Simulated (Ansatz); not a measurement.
**CoSi: the order of phases at one pressure**

Aim: bring CoSi in several structures (rocksalt, CsCl, WC, NiAs, zincblende) to one pressure and rank them by enthalpy. The pressure is set by scaling the first phase. The runs shown use LAPW. Companion runs by PAW are cited.

Computed with Ansatz 0.2.0 (DFT, PBE, all-electron LAPW, scalar-relativistic, unless a step's input says otherwise).

## Step 1: Starting point

Symmetry: Fm-3m, No. 225, cubic system. The conventional cell has a = 4.549 Å, b = 4.549 Å, c = 4.549 Å, α = 90.00°, β = 90.00°, γ = 90.00°. Co (site symmetry m-3m) is surrounded by 6 Si at 2.27 Å. Si (site symmetry m-3m) has 6 Co at 2.27 Å as nearest neighbours.

Coordinates:

```
Co Si
1.0
     0.00000    2.27468    2.27468
     2.27468    0.00000    2.27468
     2.27468    2.27468    0.00000
Co Si
1 1
Direct
  0.00000 0.00000 0.00000
  0.50000 0.50000 0.50000
```

Atoms are numbered in the order of the input: Co1, Si2.

## Step 2: Rocksalt relaxed under pressure, LAPW

Contents of input.yaml:

```yaml
crystal:
  lattice:
    - [0.0, 2.2746774544, 2.2746774544]
    - [2.2746774544, 0.0, 2.2746774544]
    - [2.2746774544, 2.2746774544, 0.0]
  atoms:
    - { symbol: Co, position: [0.0, 0.0, 0.0] }
    - { symbol: Si, position: [0.5, 0.5, 0.5] }
kpoints:
  mp_grid: { grid: [15, 15, 15] }
scf:
  occupations: { method: fermi_dirac, width: 0.05 }
hamiltonian:
  xc: pbe
  pseudopotentials: { kind: all_electron, lapw: { basis_error: 0.0005 } }
output:
  forces: true
  stress: true
  eigenvalues: true
relax:
  f_tol: 0.005
  max_steps: 12
  cell: { p_target: 14.0, stress_tol: 0.03 }
```

Run with:

```sh
$ ansatz run input.yaml --threads 1 --pin off --max-ram 3584MiB --backend cpu --events-out ev --progress --plain --runs-dir out
```

The log of the run, cut to the lines that bear on the results:

```text
[...]
LAPW: plane waves up to 9.821 Å⁻¹, error target 5.0e-4 eV per atom; small_component_spin mean_spin; Si in spheres of 1.015 Å, 12 of its electrons in bands, Dirac shells []; Co in spheres of 1.191 Å, 17 of its electrons in bands, Dirac shells []
[...]
Pseudopotentials: kind: all_electron
Pseudopotential: Co, LAPW, valence charge 17, Koelling and Harmon's equation, gaussian nucleus
Pseudopotential: Si, LAPW, valence charge 12, Koelling and Harmon's equation, gaussian nucleus
Functional definition: PBE
[...]
Crystal: 2 atoms, lattice volume = 23.539 Å³
Basis set: ecut = 367.46215257409995 eV, 339 PW (Γ), exchange–correlation at level 2
Bands: 19, of which v1, the nominal top of the filled ones, is band 15 counted from 1 (14 counted from 0)
Symmetry: 48 space group operations
Space group: Fm-3m (ITA 225), of the structure as read, at distance tolerance 2.9e-5 Å
k-points: 120 of 3375
[...]
SCF iter   1: F=—  HF=-45810.150823 eV  |F-HF|=—  |Δ(HF+E_count)|=         —  Δρ=6.56e-2  dr2=1.32e0  ethr=4.58e-3  ⟨swp⟩=2.0  Hψ=14976  notcnv=0
[...]
the basis was enlarged: its passes take 270.8 KiB over the memory plan, 1 of 1 planned eigensolver slots
[...]
relax step   1: F+E_penalty+E_count = -45809.57388251 eV  Δ(F+E_penalty+E_count) = +0.000e0 eV  max|allowed force component| = 1.348e-30 eV/Å  Δτ_max = 0.0000 Å  P = +14.023 GPa  Ω = 23.539 Å³  (9 SCF iters, accepted)
[...]
relax step   2: F+E_penalty+E_count = -45809.57388255 eV  Δ(F+E_penalty+E_count) = -4.454e-8 eV  max|allowed force component| = 7.724e-31 eV/Å  Δτ_max = 0.0000 Å  P = +14.023 GPa  Ω = 23.539 Å³  stress off target by 2.33e-2 GPa  SCF on the basis re-selected at this cell (its energy is not [...]
SCF converged after 3 iterations
Free energy (F): -45809.573883 eV
[...]
E sigma→0 (E₀):  -45809.568417 eV
Entropy (-TS):   -0.010931 eV (-5.466 meV/atom)
Fermi energy:    16.326366 eV
[...]
--- Forces (eV/Å), atoms counted from 1 ---
  atom   1  Co     0.00000000     0.00000000     0.00000000
  atom   2  Si    -0.00000000     0.00000000    -0.00000000
[...]
--- Stress (GPa, compression-positive) ---
       14.023254       0.000000      -0.000000
        0.000000      14.023254       0.000000
       -0.000000       0.000000      14.023254
  P = ⅓ Tr σ = 14.0233 GPa (140.233 kbar)
--- Band table (eV; the first three rows and the last of 120) ---
  k-point 0: bands = ["-117.8541", "-78.3526", "-73.8934", "-73.8934", "-73.8934", "-41.6874", "-41.6874", "-41.6874", "3.5426", "14.1549", "14.1549", "14.1549", "14.2822", "14.2822", "21.0515", "21.0515", "21.0515", "27.3932", "27.3932"]
[...]
--- Relaxed structure (1 steps of the walk, 1 accepted, 1 SCFs on fresh bases) ---
  F+E_penalty+E_count = -45809.57388255 eV   max|allowed force component| = 7.724e-31 eV/Å   (the final SCF, on the basis selected at the relaxed cell)
  cell:  # Å, volume = 23.5391 Å³
    - [0.0, 2.2746774544, 2.2746774544]
    - [2.2746774544, 0.0, 2.2746774544]
    - [2.2746774544, 2.2746774544, 0.0]
  atoms:
    - { symbol: Co, position: [0.0, 0.0, 0.0] }
    - { symbol: Si, position: [0.5, 0.5, 0.5] }
```

Wall time 19 s (1 thread of Intel Xeon 6975P-C (Granite Rapids), shared host); peak memory 0.54 GiB.

The steps of the relaxation:

| step | energy from step 1 (eV/cell) | largest force component (eV/Å) | pressure (GPa) | volume (Å³) |
| --- | --- | --- | --- | --- |
| 1 | 0.0000 | 0.0000 | 14.02 | 23.54 |
| 2 | 0.0000 | 0.0000 | 14.02 | 23.54 |

Step 1 is the start. Step 2 repeats the geometry before on a plane-wave basis chosen anew for that cell, so the energy can jump there without any move; the table keeps such jumps.

| input's cell | before | after | change |
| --- | --- | --- | --- |
| a (Å) | 3.217 | 3.217 | +0.0 % |
| b (Å) | 3.217 | 3.217 | +0.0 % |
| c (Å) | 3.217 | 3.217 | +0.0 % |
| volume (Å³/atom) | 11.77 | 11.77 | +0.0 % |

Read from it: pressure 14.02 GPa; no gap.

## Step 3: CsCl relaxed under pressure, LAPW

Edit input.yaml of step 2 so:

```diff
@@ -2,5 +2,5 @@
   lattice:
-    - [0.0, 2.2746774544, 2.2746774544]
-    - [2.2746774544, 0.0, 2.2746774544]
-    - [2.2746774544, 2.2746774544, 0.0]
+    - [2.7260211803, 0.0, 0.0]
+    - [0.0, 2.7260211803, 0.0]
+    - [0.0, 0.0, 2.7260211803]
   atoms:
@@ -9,3 +9,3 @@
 kpoints:
-  mp_grid: { grid: [15, 15, 15] }
+  mp_grid: { grid: [14, 14, 14] }
 scf:
```

Run with:

```sh
$ ansatz run input.yaml --threads 1 --pin off --max-ram 3584MiB --backend cpu --events-out ev --progress --plain --runs-dir out
```

The log of the run, cut to the lines that bear on the results:

```text
[...]
LAPW: plane waves up to 9.381 Å⁻¹, error target 5.0e-4 eV per atom; small_component_spin mean_spin; Si in spheres of 1.051 Å, 12 of its electrons in bands, Dirac shells []; Co in spheres of 1.239 Å, 17 of its electrons in bands, Dirac shells []
[...]
[... 4 set-up lines as earlier in the session ...]
[...]
Crystal: 2 atoms, lattice volume = 20.258 Å³
Basis set: ecut = 335.26547000714316 eV, 257 PW (Γ), exchange–correlation at level 2
Bands: 19, of which v1, the nominal top of the filled ones, is band 15 counted from 1 (14 counted from 0)
[... 1 set-up line as earlier in the session ...]
Space group: Pm-3m (ITA 221), of the structure as read, at distance tolerance 2.7e-5 Å
k-points: 120 of 2744
[...]
  atom   2  Si    -0.00000000     0.00000000     0.00000000
[...]
--- Stress (GPa, compression-positive) ---
       14.028484       0.000000       0.000000
        0.000000      14.028484       0.000000
        0.000000       0.000000      14.028484
  P = ⅓ Tr σ = 14.0285 GPa (140.285 kbar)
--- Band table (eV; the first three rows and the last of 120) ---
  k-point 0: bands = ["-115.0092", "-75.0648", "-71.0537", "-71.0537", "-71.0537", "-38.3672", "-38.3672", "-38.3672", "5.3344", "16.0150", "16.0150", "18.7629", "18.7629", "18.7629", "23.3044", "23.3044", "23.3044", "27.8898", "27.8898"]
[...]
--- Relaxed structure (1 steps of the walk, 1 accepted, 1 SCFs on fresh bases) ---
  F+E_penalty+E_count = -45810.58282096 eV   max|allowed force component| = 5.916e-31 eV/Å   (the final SCF, on the basis selected at the relaxed cell)
  cell:  # Å, volume = 20.2576 Å³
    - [2.7260211803, 0.0, 0.0]
    - [0.0, 2.7260211803, 0.0]
    - [0.0, 0.0, 2.7260211803]
  atoms:
    - { symbol: Co, position: [0.0, 0.0, 0.0] }
    - { symbol: Si, position: [0.5, 0.5, 0.5] }
```

Wall time 17 s (1 thread of Intel Xeon 6975P-C (Granite Rapids), shared host); peak memory 0.51 GiB.

The steps of the relaxation:

| step | energy from step 1 (eV/cell) | largest force component (eV/Å) | pressure (GPa) | volume (Å³) |
| --- | --- | --- | --- | --- |
| 1 | 0.0000 | 0.0000 | 14.03 | 20.26 |
| 2 | 0.0000 | 0.0000 | 14.03 | 20.26 |

Step 1 is the start. Step 2 repeats the geometry before on a plane-wave basis chosen anew for that cell, so the energy can jump there without any move; the table keeps such jumps.

| input's cell | before | after | change |
| --- | --- | --- | --- |
| a (Å) | 2.726 | 2.726 | +0.0 % |
| b (Å) | 2.726 | 2.726 | +0.0 % |
| c (Å) | 2.726 | 2.726 | +0.0 % |
| volume (Å³/atom) | 10.13 | 10.13 | +0.0 % |

This run gives: pressure 14.03 GPa; no gap.

## Step 4: WC relaxed under pressure, LAPW

Contents of input.yaml:

```yaml
crystal:
  lattice:
    - [2.6591643642, 0.0, 0.0]
    - [-1.3295821821, 2.3029038923, 0.0]
    - [0.0, 0.0, 3.4638117619]
  atoms:
    - { symbol: Co, position: [0.0, 0.0, 0.0] }
    - { symbol: Si, position: [0.3333333333, 0.6666666667, 0.5] }
kpoints:
  mp_grid: { grid: [15, 15, 13] }
scf:
  occupations: { method: fermi_dirac, width: 0.05 }
hamiltonian:
  xc: pbe
  pseudopotentials: { kind: all_electron, lapw: { basis_error: 0.0005 } }
output:
  forces: true
  stress: true
  eigenvalues: true
relax:
  f_tol: 0.005
  max_steps: 12
  cell: { p_target: 14.0, stress_tol: 0.03 }
```

Run with:

```sh
$ ansatz run input.yaml --threads 1 --pin off --max-ram 3584MiB --backend cpu --events-out ev --progress --plain --runs-dir out
```

The log of the run, cut to the lines that bear on the results:

```text
[...]
LAPW: plane waves up to 9.614 Å⁻¹, error target 5.0e-4 eV per atom; small_component_spin mean_spin; Si in spheres of 1.032 Å, 12 of its electrons in bands, Dirac shells []; Co in spheres of 1.213 Å, 17 of its electrons in bands, Dirac shells []
[...]
[... 4 set-up lines as earlier in the session ...]
[...]
Crystal: 2 atoms, lattice volume = 21.212 Å³
Basis set: ecut = 352.1474755566944 eV, 305 PW (Γ), exchange–correlation at level 2
Bands: 19, of which v1, the nominal top of the filled ones, is band 15 counted from 1 (14 counted from 0)
Symmetry: 12 space group operations
Space group: P-6m2 (ITA 187), of the structure as read, at distance tolerance 2.8e-5 Å
[...]
       13.987933       0.000000       0.000000
        0.000000      13.987933       0.000000
        0.000000       0.000000      13.995657
  P = ⅓ Tr σ = 13.9905 GPa (139.905 kbar)
--- Band table (eV; the first three rows and the last of 189) ---
  k-point 0: bands = ["-115.8285", "-76.2238", "-71.8959", "-71.8959", "-71.8108", "-39.7823", "-39.3650", "-39.3650", "4.4584", "14.3714", "15.9709", "16.8605", "16.8605", "17.5503", "17.5503", "22.8676", "29.0837", "29.0837", "30.6396"]
[...]
--- Relaxed structure (2 steps of the walk, 2 accepted, 1 SCFs on fresh bases) ---
  F+E_penalty+E_count = -45810.53866473 eV   max|allowed force component| = 1.966e-17 eV/Å   (the final SCF, on the basis selected at the relaxed cell)
  cell:  # Å, volume = 21.2101 Å³
    - [2.6590468475044644, 0.0, 0.0]
    - [-1.3295234237522322, 2.3028021197917927, 0.0]
    - [0.0, 0.0, 3.463858067179098]
  atoms:
    - { symbol: Co, position: [3.0814879110195774e-33, -3.700743415524894e-17, 0.0] }
    - { symbol: Si, position: [0.3333333333333333, 0.6666666666666666, 0.5] }
```

It took 47 s on 1 thread of Intel Xeon 6975P-C (Granite Rapids), shared host; peak memory 0.56 GiB.

Relaxation path:

| step | energy from step 1 (eV/cell) | largest force component (eV/Å) | pressure (GPa) | volume (Å³) |
| --- | --- | --- | --- | --- |
| 1 | 0.0000 | 0.0000 | 13.97 | 21.21 |
| 2 | 0.0001 | 0.0000 | 13.99 | 21.21 |
| 3 | 0.0001 | 0.0000 | 13.99 | 21.21 |

Step 1 is the start. Step 3 repeats the geometry before on a plane-wave basis chosen anew for that cell, so the energy can jump there without any move; the table keeps such jumps.

| input's cell | before | after | change |
| --- | --- | --- | --- |
| a (Å) | 2.659 | 2.659 | -0.0 % |
| b (Å) | 2.659 | 2.659 | -0.0 % |
| c (Å) | 3.464 | 3.464 | +0.0 % |
| volume (Å³/atom) | 10.61 | 10.61 | -0.0 % |

Result: pressure 13.99 GPa; no gap.

## Step 5: NiAs at the cell that PAW relaxed, LAPW

Contents of input.yaml:

```yaml
crystal:
  lattice:
    - [3.2902073837, 0.0, 0.0]
    - [-1.6451036919, 2.849403178, 0.0]
    - [0.0, 0.0, 4.9544436941]
  atoms:
    - { symbol: Co, position: [0.0, 0.0, 0.0] }
    - { symbol: Co, position: [0.0, 0.0, 0.5] }
    - { symbol: Si, position: [0.3333333333, 0.6666666667, 0.25] }
    - { symbol: Si, position: [0.6666666667, 0.3333333333, 0.75] }
kpoints:
  mp_grid: { grid: [11, 11, 6] }
scf:
  occupations: { method: fermi_dirac, width: 0.05 }
hamiltonian:
  xc: pbe
  pseudopotentials: { kind: all_electron, lapw: { basis_error: 0.0005 } }
output:
  forces: true
  stress: true
  eigenvalues: true
  populations: true
```

Run with:

```sh
$ ansatz run input.yaml --threads 1 --pin off --max-ram 3584MiB --backend cpu --events-out ev --progress --plain --runs-dir out
```

The log of the run, cut to the lines that bear on the results:

```text
Co: projections on atomic orbitals take those of the free atom 1s2 2s2 2p6 3s2 3p6 3d7 4s2, of charge +0.00 (hamiltonian.pseudopotentials.projection_atoms)
Si: projections on atomic orbitals take those of the free atom 1s2 2s2 2p6 3s2 3p2, of charge +0.00 (hamiltonian.pseudopotentials.projection_atoms)
LAPW: plane waves up to 9.495 Å⁻¹, error target 5.0e-4 eV per atom; small_component_spin mean_spin; Si in spheres of 1.041 Å, 12 of its electrons in bands, Dirac shells []; Co in spheres of 1.226 Å, 17 of its electrons in bands, Dirac shells []
[...]
[... 4 set-up lines as earlier in the session ...]
[...]
Crystal: 4 atoms, lattice volume = 46.449 Å³
[...]
SCF converged after 10 iterations
Free energy (F): -91621.019827 eV
[...]
E sigma→0 (E₀):  -91621.010458 eV
Entropy (-TS):   -0.018739 eV (-4.685 meV/atom)
Fermi energy:    16.244488 eV
[...]
--- Forces (eV/Å), atoms counted from 1 ---
  atom   1  Co     0.00000000    -0.00000000     0.00000000
  atom   2  Co    -0.00000000    -0.00000000     0.00000000
  atom   3  Si     0.00000000    -0.00000000     0.00000000
  atom   4  Si    -0.00000000     0.00000000     0.00000000
[...]
--- Stress (GPa, compression-positive) ---
       14.045035      -0.000000       0.000000
       -0.000000      14.045035       0.000000
        0.000000       0.000000      13.988880
  P = ⅓ Tr σ = 14.0263 GPa (140.263 kbar)
--- Band table (eV; the first three rows and the last of 64) ---
[...]
--- Löwdin populations: 4 sites ---
  site symbol       q [e]
     0     Co     26.6230
     1     Co     26.6230
     2     Si     14.1646
     3     Si     14.1646
  spilling = 0.005180 (of n_electrons = 82.000000)
```

Run time: 22 s. Hardware: 1 thread of Intel Xeon 6975P-C (Granite Rapids), shared host; peak memory 0.62 GiB.

This run gives: pressure 14.03 GPa; no gap.

## Step 6: Zincblende relaxed under pressure, LAPW

Contents of input.yaml:

```yaml
crystal:
  lattice:
    - [0.0, 2.4571551124, 2.4571551124]
    - [2.4571551124, 0.0, 2.4571551124]
    - [2.4571551124, 2.4571551124, 0.0]
  atoms:
    - { symbol: Co, position: [0.0, 0.0, 0.0] }
    - { symbol: Si, position: [0.25, 0.25, 0.25] }
kpoints:
  mp_grid: { grid: [13, 13, 13] }
scf:
  occupations: { method: fermi_dirac, width: 0.05 }
hamiltonian:
  xc: pbe
  pseudopotentials: { kind: all_electron, lapw: { basis_error: 0.0005 } }
output:
  forces: true
  stress: true
  eigenvalues: true
relax:
  f_tol: 0.005
  max_steps: 12
  cell: { p_target: 14.0, stress_tol: 0.03 }
```

Run with:

```sh
$ ansatz run input.yaml --threads 1 --pin off --max-ram 3584MiB --backend cpu --events-out ev --progress --plain --runs-dir out
```

The log of the run, cut to the lines that bear on the results:

```text
[...]
LAPW: plane waves up to 10.645 Å⁻¹, error target 5.0e-4 eV per atom; small_component_spin mean_spin; Si in spheres of 0.954 Å, 12 of its electrons in bands, Dirac shells []; Co in spheres of 1.110 Å, 17 of its electrons in bands, Dirac shells []
[...]
[... 4 set-up lines as earlier in the session ...]
[...]
Crystal: 2 atoms, lattice volume = 29.671 Å³
Basis set: ecut = 431.71409072366737 eV, 609 PW (Γ), exchange–correlation at level 2
Bands: 19, of which v1, the nominal top of the filled ones, is band 15 counted from 1 (14 counted from 0)
Symmetry: 24 space group operations
Space group: F-43m (ITA 216), of the structure as read, at distance tolerance 3.1e-5 Å
[...]
  atom   2  Si    -0.00000000     0.00000000    -0.00000000
[...]
--- Stress (GPa, compression-positive) ---
       14.002758       0.000000       0.000000
        0.000000      14.002758      -0.000000
        0.000000      -0.000000      14.002758
  P = ⅓ Tr σ = 14.0028 GPa (140.028 kbar)
--- Band table (eV; the first three rows and the last of 84) ---
  k-point 0: bands = ["-121.6778", "-82.8648", "-77.7135", "-77.7135", "-77.7135", "-46.2033", "-46.2033", "-46.2033", "1.0042", "8.9002", "8.9002", "8.9002", "10.2955", "10.2955", "18.7202", "18.7202", "18.7202", "19.5753", "19.5753"]
[...]
--- Relaxed structure (1 steps of the walk, 1 accepted, 1 SCFs on fresh bases) ---
  F+E_penalty+E_count = -45808.97086845 eV   max|allowed force component| = 5.262e-17 eV/Å   (the final SCF, on the basis selected at the relaxed cell)
  cell:  # Å, volume = 29.6707 Å³
    - [0.0, 2.4571551124, 2.4571551124]
    - [2.4571551124, 0.0, 2.4571551124]
    - [2.4571551124, 2.4571551124, 0.0]
  atoms:
    - { symbol: Co, position: [0.0, 0.0, 0.0] }
    - { symbol: Si, position: [0.25, 0.25, 0.25] }
```

Run time: 25 s. Hardware: 1 thread of Intel Xeon 6975P-C (Granite Rapids), shared host; peak memory 0.46 GiB.

The steps of the relaxation:

| step | energy from step 1 (eV/cell) | largest force component (eV/Å) | pressure (GPa) | volume (Å³) |
| --- | --- | --- | --- | --- |
| 1 | 0.0000 | 0.0000 | 14.00 | 29.67 |
| 2 | 0.0000 | 0.0000 | 14.00 | 29.67 |

Step 1 is the start. Step 2 repeats the geometry before on a plane-wave basis chosen anew for that cell, so the energy can jump there without any move; the table keeps such jumps.

| input's cell | before | after | change |
| --- | --- | --- | --- |
| a (Å) | 3.475 | 3.475 | -0.0 % |
| b (Å) | 3.475 | 3.475 | -0.0 % |
| c (Å) | 3.475 | 3.475 | -0.0 % |
| volume (Å³/atom) | 14.84 | 14.84 | -0.0 % |

Result: pressure 14.00 GPa; no gap.

## Step 7: The series in one table

Rows by PAW come from runs of the same series that aren't printed here.

Enthalpy per atom, H = F + pV at p = 14 GPa, from each method's lowest phase:

| method | start | space group, start → end | volume (Å³/atom) | pressure (GPa) | enthalpy (meV/atom) |
| --- | --- | --- | --- | --- | --- |
| LAPW | rocksalt | Fm-3m → Fm-3m | 11.770 | 14.0 | 647.8 |
| LAPW | CsCl | Pm-3m → Pm-3m | 10.129 | 14.0 | 0.0 |
| LAPW | WC | P-6m2 → P-6m2 | 10.605 | 14.0 | 63.7 |
| LAPW, at PAW's cell | NiAs | P6_3/mmc | 11.612 | 14.0 | 166.1 |
| LAPW | zincblende | F-43m → F-43m | 14.835 | 14.0 | 1217.2 |
| PAW | rocksalt | Fm-3m → Fm-3m | 11.770 | 14.0 | 647.3 |
| PAW | CsCl | Pm-3m → Pm-3m | 10.129 | 14.0 | 0.0 |
| PAW | WC | P-6m2 → P-6m2 | 10.606 | 14.0 | 64.3 |
| PAW | NiAs | P6_3/mmc → P6_3/mmc | 11.612 | 14.0 | 165.1 |
| PAW | zincblende | F-43m → F-43m | 14.835 | 14.0 | 1215.1 |

## Step 8: Results

```
     quantity                         value
     pressure                        14 GPa
lowest (LAPW)  CsCl, 63.7 meV/atom under WC
 lowest (PAW)  CsCl, 64.3 meV/atom under WC
```

**Reading.** By LAPW the order is CsCl < WC < NiAs < rocksalt < zincblende. By PAW the order is CsCl < WC < NiAs < rocksalt < zincblende. The methods agree on the lowest phase. Only these structures were tried, with electrons smeared by 0.05 eV and without vibrations, so the true ground state may be another. The k meshes differ between phases and weren't tested, which can move differences by some meV. Spin polarisation is left out here, though a magnetic state may lie well lower.
